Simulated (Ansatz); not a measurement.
# Thickness series of a NiSi2/ZnS/NiSi2 junction, part 6 of 6

How fast does the current through NiSi2/ZnS/NiSi2 fall with each added layer? Both electrodes are NiSi2 fluorite(111) turned by 180 degrees (type B); the barrier is ZnS zinc blende(111) (whole bilayers). In the first transport cell, after relaxation, the nearest pair of electrode and barrier is Si–S at 2.34 Å, along the normal, at the lower face and Si–Zn at 2.49 Å, along the normal, at the upper one. All share a net of side 3.84 Å, which strains the lower electrode by +0.0 % and the barrier by -0.4 %, against typed lattice constants near PBE's. The first steps treat the bulk electrodes alone.

Ansatz 0.2.0; PBE DFT, plane waves, PAW files (the session's first sound run).

So far, transmission at the Fermi level (a spin, zone mean): step 4 (the open system: T(E)) 0.00404; step 5 (conductance on a fine mesh, atomic planes in the barrier 4, gap between the …) 0.0217; step 6 (conductance, 56 atoms) 0.00422; step 7 (conductance, atomic planes in the barrier 8, gap between the electrodes 15.11 Å) 0.00101.

## 11. Decay with thickness

This step: Fit of the logarithm of the conductance against the barrier's thickness, from PBE DFT, plane waves, PAW files (Ansatz 0.2.0).

No new run: the logarithm is fitted against the thickness.

This step gave:

| Property | Result |
| --- | --- |
| decay constant of the conductance | 0.46 Å⁻¹ |
| r.m.s. misfit of ln G | 0.08 |

From the end points alone, β = ln(1.44e+13 / 9.97e+09) / 15.76 Å = 7.28 / 15.76 Å = 0.46 Å⁻¹.

## 12. The same cell, other settings

This step: PBE DFT, plane waves, PAW files; ballistic transmission by layer matching between semi-infinite leads; changed: hamiltonian.hubbard = {"sites": [{"species": "Si", "l": "f", "u_eff": 30.0}]} (Ansatz 0.2.0).

System of this step: NiSi2/ZnS/NiSi2. The cell holds 54 atoms: 34 Si, 16 Ni, 2 S and 2 Zn. Its edges and angles: a = 3.840 Å, b = 3.840 Å, c = 73.396 Å, α = 90.0°, β = 90.0°, γ = 120.0°. Regions: left electrode, 25 atoms (17 Si and 8 Ni); barrier, 4 atoms (2 S and 2 Zn); right electrode, 25 atoms (17 Si and 8 Ni). Vacuum lies along c.

The setting was drawn as a possible misstep, on purpose. Where the input is shown as a difference, that is against the step before, not the twin.

input.yaml reads:

```yaml
crystal:
  lattice:
    - [3.84, 0.0, 0.0]
    - [-1.92, 3.3255375505, 0.0]
    - [0.0, 0.0, 73.3964756682]
  atoms:
    - { symbol: Si, position: [0.0, 0.0, 0.0953724268] }
    - { symbol: Si, position: [0.33333333, 0.66666667, 0.1166502486] }
    - { symbol: Ni, position: [0.0, 0.0, 0.1275569712] }
    - { symbol: Si, position: [0.66666667, 0.33333333, 0.1384636938] }
    - { symbol: Si, position: [0.0, 0.0, 0.1597415156] }
    - { symbol: Ni, position: [0.66666667, 0.33333333, 0.1706482382] }
    - { symbol: Si, position: [0.33333333, 0.66666667, 0.1815549608] }
    - { symbol: Si, position: [0.66666667, 0.33333333, 0.2028327827] }
    - { symbol: Ni, position: [0.33333333, 0.66666667, 0.2137395053] }
    - { symbol: Si, position: [0.0, 0.0, 0.2246462279] }
    - { symbol: Si, position: [0.33333333, 0.66666667, 0.2459240497] }
    - { symbol: Ni, position: [0.0, 0.0, 0.2568307723] }
    - { symbol: Si, position: [0.66666667, 0.33333333, 0.2677374949] }
    - { symbol: Si, position: [0.0, 0.0, 0.2890153167] }
    - { symbol: Ni, position: [0.66666667, 0.33333333, 0.2999220393] }
    - { symbol: Si, position: [0.33333333, 0.66666667, 0.3108287619] }
    - { symbol: Si, position: [0.66666667, 0.33333333, 0.3321065838] }
    - { symbol: Ni, position: [0.33333333, 0.66666667, 0.3430133064] }
    - { symbol: Si, position: [0.0, 0.0, 0.353920029] }
    - { symbol: Si, position: [0.33333333, 0.66666667, 0.3751978508] }
    - { symbol: Ni, position: [0.0, 0.0, 0.3861045734] }
    - { symbol: Si, position: [0.66666667, 0.33333333, 0.397011296] }
    - { symbol: Si, position: [0.0, 0.0, 0.4182891179] }
    - { symbol: Ni, position: [0.66666667, 0.33333333, 0.4291958404] }
    - { symbol: Si, position: [0.33333333, 0.66666667, 0.4406865705] }
    - { symbol: S, position: [0.33333333, 0.66666667, 0.4726155871] }
    - { symbol: Zn, position: [0.66666667, 0.33333333, 0.483544804] }
    - { symbol: S, position: [0.66666667, 0.33333333, 0.5153945321] }
    - { symbol: Zn, position: [0.0, 0.0, 0.5267656922] }
    - { symbol: Si, position: [0.0, 0.0, 0.5607047212] }
    - { symbol: Ni, position: [0.66666667, 0.33333333, 0.5708041596] }
    - { symbol: Si, position: [0.33333333, 0.66666667, 0.5817108821] }
    - { symbol: Si, position: [0.66666667, 0.33333333, 0.602988704] }
    - { symbol: Ni, position: [0.33333333, 0.66666667, 0.6138954266] }
    - { symbol: Si, position: [0.0, 0.0, 0.6248021492] }
    - { symbol: Si, position: [0.33333333, 0.66666667, 0.646079971] }
    - { symbol: Ni, position: [0.0, 0.0, 0.6569866936] }
    - { symbol: Si, position: [0.66666667, 0.33333333, 0.6678934162] }
    - { symbol: Si, position: [0.0, 0.0, 0.6891712381] }
    - { symbol: Ni, position: [0.66666667, 0.33333333, 0.7000779607] }
    - { symbol: Si, position: [0.33333333, 0.66666667, 0.7109846833] }
    - { symbol: Si, position: [0.66666667, 0.33333333, 0.7322625051] }
    - { symbol: Ni, position: [0.33333333, 0.66666667, 0.7431692277] }
    - { symbol: Si, position: [0.0, 0.0, 0.7540759503] }
    - { symbol: Si, position: [0.33333333, 0.66666667, 0.7753537721] }
    - { symbol: Ni, position: [0.0, 0.0, 0.7862604947] }
    - { symbol: Si, position: [0.66666667, 0.33333333, 0.7971672173] }
    - { symbol: Si, position: [0.0, 0.0, 0.8184450392] }
    - { symbol: Ni, position: [0.66666667, 0.33333333, 0.8293517618] }
    - { symbol: Si, position: [0.33333333, 0.66666667, 0.8402584844] }
    - { symbol: Si, position: [0.66666667, 0.33333333, 0.8615363062] }
    - { symbol: Ni, position: [0.33333333, 0.66666667, 0.8724430288] }
    - { symbol: Si, position: [0.0, 0.0, 0.8833497514] }
    - { symbol: Si, position: [0.33333333, 0.66666667, 0.9046275732] }
kpoints:
  mp_grid: { grid: [8, 8, 1] }
scf:
  occupations: { method: fermi_dirac, width: 0.1 }
  max_iter: 150
hamiltonian:
  xc: pbe
  hubbard: { sites: [{ species: Si, l: f, u_eff: 30.0 }] }
output:
  transmission:
    kmesh: [24, 24]
    e_range: [-0.26, 0.27]
    de: 0.0375
    leads: [[10, 13], [40, 43]]
```

On the command line:

```console
$ ansatz run input.yaml --threads 8 --pin off --max-ram 24576MiB --backend cpu --events-out ev --progress --plain --runs-dir out
```

Output:

```text
Error: inconsistent input (hamiltonian.hubbard.sites[].l, hamiltonian.hubbard.sites[].shell): the file of Si doesn't list 4f, and it can't be added: PBE doesn't bind the shell 4f of the free atom, whose level lies at +1.08 eV. Type an atom or ion with it (hamiltonian.pseudopotentials.projection_atoms), take another file or name another shell
```

Wall time 0.08 s (8 threads of Arm Neoverse V2, shared host); peak memory 0.095 GiB.

The input was rejected at the start.

The program's message: “Error: inconsistent input (hamiltonian.hubbard.sites[].l, hamiltonian.hubbard.sites[].shell): the file of Si doesn't list 4f, and it can't be added: PBE doesn't bind the shell 4f of the free atom, who …”

The change that led to it: hamiltonian.hubbard.

## 13. Results

```yaml
1_g_at_8p81_a_gap: 0.0692 Ω um²
1_g_at_24p6_a_gap: 100 Ω um²
decay_constant_beta: 0.46 Å⁻¹
```

What this shows: A fit of ln G against d gives β = 0.46 Å⁻¹, and step by step the slopes are 0.52, 0.45, 0.46 and 0.42 Å⁻¹. They differ by more than a fifth, so the fit is an average; how much of this is a real bend and how much error of the runs wasn't traced. At the Fermi level the layers of the barrier in the wide-window run (6 planes) hold from 0.0066 to 0.062 states an eV and atom. The program's largest error estimate on these conductances is 40 %, from the leads' potential steps, in the run that gave 6.7e11 S/m². No spin-orbit coupling, phonons, disorder or image charges enter; the interfaces are ordered, one cell wide and lattice-matched by strain. Semilocal gaps are too small, which can bring a band edge of the barrier nearer to the Fermi level than it is.

[Logs are printed without paths, hosts, clocks, repeated set-up lines and the standing remarks that a program may print on its own settings, such as how far it seeks lower states.]

[Hosts, paths, dates, database ids (printed as entryN), source tags and the programs' standing remarks are cut or masked in the printed files.]
